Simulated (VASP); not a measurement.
# Cl2 in VASP: notebook

One molecule, Cl2, is run at these levels: PBE, PBE+D3(BJ), PBEsol; tasks: relaxation of the atoms, single point.

Program: VASP 6.6.1. These are calculated values, not measurements. Logs are shortened: lines on timing, memory, paths and dates and some standing lists are left out, and cuts for length are marked.

**1. The structure**

The cell holds a molecule in a box, 2 atoms: a = 10.000 Å, b = 10.500 Å, c = 11.000 Å, α = 90.00°, β = 90.00°, γ = 90.00°.

**2. Relaxation of the atoms, PBE**

Input file INCAR:

```
SYSTEM = Cl
ALGO = Normal
EDIFF = 1E-7
EDIFFG = -0.005
ENCUT = 520
GGA = PE
IBRION = 2
ISIF = 2
ISMEAR = 0
ISYM = 0
LASPH = .TRUE.
LCHARG = .FALSE.
LREAL = .FALSE.
LWAVE = .FALSE.
NELM = 80
NSW = 90
PREC = Accurate
SIGMA = 0.02
```

Input file KPOINTS:

```
k-points
0
G
  1 1 1
  0 0 0
```

Input file POSCAR:

```
Cl
1.0
   10.0000000000      0.0000000000      0.0000000000
    0.0000000000     10.5000000000      0.0000000000
    0.0000000000      0.0000000000     11.0000000000
Cl
2
Direct
    0.5000000000      0.5000000000      0.4095454500
    0.5000000000      0.5000000000      0.5904545500
```

Potentials or basis: VASP PAW PBE potentials, release 64 (Cl).

Started as:

```
$ cat potpaw_PBE.64/Cl/POTCAR > POTCAR
$ mpirun -np 1 vasp_std > vasp.out
```

OUTCAR:

```text
SYSTEM = Cl
   EDIFF = 1E-7
   EDIFFG = -0.005
   ENCUT = 520
   GGA = PE
   IBRION = 2
   ISIF = 2
   ISMEAR = 0
   ISYM = 0
   LASPH = .TRUE.
   LREAL = .FALSE.
   NELM = 80
   NSW = 90
   PREC = Accurate

 ion  position               nearest neighbor table
   1  0.500  0.500  0.410-   2 1.99
   2  0.500  0.500  0.590-   1 1.99

IMPORTANT INFORMATION: All symmetrisations will be switched off!
NOSYMM: (Re-)initialisation of all symmetry stuff for point group C_1.

----------------------------------------------------------------------------------------

                                     Primitive cell

  volume of cell :    1155.0000

  direct lattice vectors                    reciprocal lattice vectors
    10.000000000  0.000000000  0.000000000     0.100000000  0.000000000  0.000000000
     0.000000000 10.500000000  0.000000000     0.000000000  0.095238095  0.000000000
     0.000000000  0.000000000 11.000000000     0.000000000  0.000000000  0.090909091

  length of vectors
    10.000000000 10.500000000 11.000000000     0.100000000  0.095238095  0.090909091

  position of ions in fractional coordinates (direct lattice)
     0.500000000  0.500000000  0.409545450
     0.500000000  0.500000000  0.590454550

  ion indices of the primitive-cell ions
   primitive index   ion index
                 1           1
                 2           2

----------------------------------------------------------------------------------------

 KPOINTS: k-points

Automatic generation of k-mesh.
 Grid dimensions read from file:
 generate k-points for:    1    1    1

 Generating k-lattice:

  Cartesian coordinates                     Fractional coordinates (reciprocal lattice)
     0.100000000  0.000000000  0.000000000     1.000000000  0.000000000  0.000000000
     0.000000000  0.095238095  0.000000000     0.000000000  1.000000000  0.000000000
     0.000000000  0.000000000  0.090909091     0.000000000  0.000000000  1.000000000

  Length of vectors
     0.100000000  0.095238095  0.090909091

  Shift w.r.t. Gamma in fractional coordinates (k-lattice)
     0.000000000  0.000000000  0.000000000

 Subroutine IBZKPT returns following result:
 ===========================================

 Found      1 irreducible k-points:

 Following reciprocal coordinates:
            Coordinates               Weight
  0.000000  0.000000  0.000000      1.000000
   k-points           NKPTS =      1   k-points in BZ     NKDIM =      1   number of bands    NBANDS=     11
   number of dos      NEDOS =    301   number of ions     NIONS =      2
   total plane-waves  NPLWV = 537600
   dimension x,y,z NGX =    80 NGY =   80 NGZ =   84
   dimension x,y,z NGXF=   160 NGYF=  160 NGZF=  168
   ions per type =               2
   NGX,Y,Z   is equivalent  to a cutoff of  13.30, 12.67, 12.70 a.u.
   NGXF,Y,Z  is equivalent  to a cutoff of  26.60, 25.33, 25.39 a.u.
 SYSTEM =  Cl
   PREC   = accura    normal or accurate (medium, high low for compatibility)
   ISTART =      0    job   : 0-new  1-cont  2-samecut
   ICHARG =      2    charge: 1-file 2-atom 10-const
   ISPIN  =      1    spin polarized calculation?
   LNONCOLLINEAR =      F non collinear calculations
   LSORBIT =      F    spin-orbit coupling
   LASPH  =      T    aspherical Exc in radial PAW
   ENCUT  =  520.0 eV  38.22 Ry    6.18 a.u.  18.59 19.52 20.45*2*pi/ulx,y,z
   NELM   =     80;   NELMIN=  2; NELMDL= -5     # of ELM steps
   EDIFF  = 0.1E-06   stopping-criterion for ELM
   LREAL  =      F    real-space projection
   EDIFFG = -.5E-02   stopping-criterion for IOM
   NSW    =     90    number of steps for IOM
   IBRION =      2    ionic relax: 0-MD 1-quasi-New 2-CG
   NFREE  =      1    steps in history (QN), initial steepest desc. (CG)
   ISIF   =      2    stress and relaxation
   ISYM   =      0    0-nonsym 1-usesym 2-fastsym
   POTIM  = 0.5000    time-step for ionic-motion
   TEBEG  =    0.0;   TEEND  =   0.0 temperature during run
   PSTRESS=    0.0 pullay stress
   NELECT =      14.0000    total number of electrons
   NUPDOWN=      -1.0000    fix difference up-down
   EMIN   =  10.00;   EMAX   =-10.00  energy-range for DOS
   EFERMI =   0.00;   METHOD = LEGACY
   ISMEAR =     0;   SIGMA  =   0.02  broadening in eV -4-tet -1-fermi 0-gaus
   EFERMI_NEDOS =   21; number of points for ismear=-14 and -15
   IALGO  =     38    algorithm
   IMIX   =      4    mixing-type and parameters
     AMIX     =   0.40;   BMIX     =  1.00
     AMIX_MAG =   1.60;   BMIX_MAG =  1.00
  volume/ion in A,a.u.               =     577.50      3897.16
  Fermi-wavevector in a.u.,A,eV,Ry     =   0.376060  0.710650  1.924149  0.141421
  Thomas-Fermi vector in A             =   1.307622
   LORBIT       =      0    0 simple, 1 ext, 2 COOP (PROOUT), +10 PAW based schemes
   GGA     = PE    functional components
   LHFCALC =     F    Hartree Fock is set to
   AEXX    =    0.0000 exact exchange contribution
   IVDW    =     0    specifies the selected vdW correction
   LEPSILON=     F    determine dielectric tensor
   LRPA    =     F    only Hartree local field effects (RPA)
 conjugate gradient relaxation of ions
 non-spin polarized calculation
 Gauss-broadening in eV      SIGMA  =   0.02
  energy-cutoff  :      520.00
  volume of cell :     1155.00
 maximum number of plane-waves:     31095
 NGX is ok and might be reduce to    80
   NGX = 37   NGY = 39   NGZ = 41

--------------------------------------- Ionic step        1  -------------------------------------------

 number of electron      13.9999997 magnetization

 Free energy of the ion-electron system (eV)
  ---------------------------------------------------
  ext. energy  EPLUGINS =         0.00000000
  ---------------------------------------------------
  free energy    TOTEN  =        -3.59738184 eV

  energy without entropy =       -3.59738184  energy(sigma->0) =       -3.59738184

------------------------ aborting loop because EDIFF is reached ----------------------------------------

  FORCE on cell =-STRESS in cart. coord.  units (eV):
  Direction    XX          YY          ZZ          XY          YZ          ZX
  --------------------------------------------------------------------------------------
  -------------------------------------------------------------------------------------
  Total       -0.0210870     -0.0225681      0.1154536      0.0000000      0.0000000      0.0000001
  in kB       -0.0292511     -0.0313057      0.1601533      0.0000000      0.0000000      0.0000001
  external PRESSURE =       0.0331988 kB  Pullay stress =       0.0000000 kB

 VOLUME and BASIS-vectors are now :
 -----------------------------------------------------------------------------
  energy-cutoff  :      520.00
  volume of cell :     1155.00
      direct lattice vectors                 reciprocal lattice vectors
    10.000000000  0.000000000  0.000000000     0.100000000  0.000000000  0.000000000
     0.000000000 10.500000000  0.000000000     0.000000000  0.095238095  0.000000000
     0.000000000  0.000000000 11.000000000     0.000000000  0.000000000  0.090909091

 POSITION                                       TOTAL-FORCE (eV/Angst)
 -----------------------------------------------------------------------------------
      5.00000      5.25000      4.50500         0.000000      0.000000     -0.069252
      5.00000      5.25000      6.49500        -0.000000     -0.000000      0.069252
 -----------------------------------------------------------------------------------
    total drift:                               -0.000000     -0.000000     -0.000000

  FREE ENERGIE OF THE ION-ELECTRON SYSTEM (eV)
  ---------------------------------------------------
  free  energy   TOTEN  =        -3.5973818368 eV

  energy  without entropy=       -3.5973818368  energy(sigma->0) =       -3.59738184

--------------------------------------- Ionic step        2  -------------------------------------------

 number of electron      13.9999998 magnetization

------------------------ aborting loop because EDIFF is reached ----------------------------------------

  FORCE on cell =-STRESS in cart. coord.  units (eV):
  Direction    XX          YY          ZZ          XY          YZ          ZX
  --------------------------------------------------------------------------------------
  -------------------------------------------------------------------------------------
  Total       -0.0210634     -0.0225515     -0.1353024      0.0000000      0.0000000     -0.0000000
  in kB       -0.0292185     -0.0312826     -0.1876869      0.0000000      0.0000000     -0.0000000
  external PRESSURE =      -0.0827294 kB  Pullay stress =       0.0000000 kB

 VOLUME and BASIS-vectors are now :
 -----------------------------------------------------------------------------
  energy-cutoff  :      520.00
  volume of cell :     1155.00
      direct lattice vectors                 reciprocal lattice vectors
    10.000000000  0.000000000  0.000000000     0.100000000  0.000000000  0.000000000
     0.000000000 10.500000000  0.000000000     0.000000000  0.095238095  0.000000000
     0.000000000  0.000000000 11.000000000     0.000000000  0.000000000  0.090909091

 POSITION                                       TOTAL-FORCE (eV/Angst)
 -----------------------------------------------------------------------------------
      5.00000      5.25000      4.50166        -0.000000     -0.000000      0.056568
      5.00000      5.25000      6.49834         0.000000      0.000000     -0.056568
 -----------------------------------------------------------------------------------
    total drift:                                0.000000     -0.000000     -0.000000

  FREE ENERGIE OF THE ION-ELECTRON SYSTEM (eV)
  ---------------------------------------------------
  free  energy   TOTEN  =        -3.5974197720 eV

  energy  without entropy=       -3.5974197720  energy(sigma->0) =       -3.59741977

--------------------------------------- Ionic step        3  -------------------------------------------

 number of electron      13.9999997 magnetization

 Free energy of the ion-electron system (eV)
  ---------------------------------------------------
  ext. energy  EPLUGINS =         0.00000000
  ---------------------------------------------------
  free energy    TOTEN  =        -3.59750527 eV

  energy without entropy =       -3.59750527  energy(sigma->0) =       -3.59750527

 E-fermi :  -6.8328     XC(G=0):  -0.8242

 val. band max:       -6.9826465277   @ k =   0.0000   0.0000   0.0000
 cond. band min:      -3.9243528157   @ k =   0.0000   0.0000   0.0000
 fundamental gap:      3.0582937120
 Fermi energy:        -6.8327637182

 k-point     1 :       0.0000    0.0000    0.0000
  band No.  band energies     occupation
      1     -23.2210      2.00000
      2     -18.9741      2.00000
      3     -11.6546      2.00000
      4      -9.6446      2.00000
      5      -9.6446      2.00000
      6      -6.9827      2.00000
      7      -6.9826      2.00000
      8      -3.9244      0.00000
      9      -0.3158      0.00000
     10       0.9147      0.00000
     11       0.9891      0.00000

------------------------ aborting loop because EDIFF is reached ----------------------------------------

  FORCE on cell =-STRESS in cart. coord.  units (eV):
  Direction    XX          YY          ZZ          XY          YZ          ZX
  --------------------------------------------------------------------------------------
  -------------------------------------------------------------------------------------
  Total       -0.0204812     -0.0219694     -0.0213398     -0.0000000      0.0000000      0.0000000
  in kB       -0.0284109     -0.0304752     -0.0296018     -0.0000000      0.0000000      0.0000000
  external PRESSURE =      -0.0294960 kB  Pullay stress =       0.0000000 kB

 VOLUME and BASIS-vectors are now :
 -----------------------------------------------------------------------------
  energy-cutoff  :      520.00
  volume of cell :     1155.00
      direct lattice vectors                 reciprocal lattice vectors
    10.000000000  0.000000000  0.000000000     0.100000000  0.000000000  0.000000000
     0.000000000 10.500000000  0.000000000     0.000000000  0.095238095  0.000000000
     0.000000000  0.000000000 11.000000000     0.000000000  0.000000000  0.090909091

 POSITION                                       TOTAL-FORCE (eV/Angst)
 -----------------------------------------------------------------------------------
      5.00000      5.25000      4.50319         0.000000      0.000000     -0.000256
      5.00000      5.25000      6.49681        -0.000000     -0.000000      0.000256
 -----------------------------------------------------------------------------------
    total drift:                               -0.000000     -0.000000      0.000000

  FREE ENERGIE OF THE ION-ELECTRON SYSTEM (eV)
  ---------------------------------------------------
  free  energy   TOTEN  =        -3.5975052665 eV

  energy  without entropy=       -3.5975052665  energy(sigma->0) =       -3.59750527

 reached required accuracy - stopping structural energy minimisation
```

Wall time 2.2 min (1 thread of Intel Xeon Platinum 8488C (Sapphire Rapids), shared host); peak memory 1 GiB.

What came out:

| Quantity | Value |
| --- | --- |
| Free energy | -3.5975 eV |
| Energy gained by relaxing | 0.1 meV/atom |
| Ionic steps | 3 |
| Gap between the frontier levels | 3.06 eV |

The path:
| step | energy change (eV) | largest force (eV/Å) | pressure (GPa) |
| --- | --- | --- | --- |
| 1 | 0.0000 | 0.0693 | 0.00 |
| 2 | 0.0000 | 0.0566 | -0.01 |
| 3 | -0.0001 | 0.0003 | 0.00 |

Final structure:
```yaml
crystal:
  lattice:
    - [10.00000, 0.00000, 0.00000]
    - [0.00000, 10.50000, 0.00000]
    - [0.00000, 0.00000, 11.00000]
  atoms:
    - { symbol: Cl, position: [0.50000, 0.50000, 0.40938] }
    - { symbol: Cl, position: [0.50000, 0.50000, 0.59062] }
```

(Part 1 of 2 ends here.)
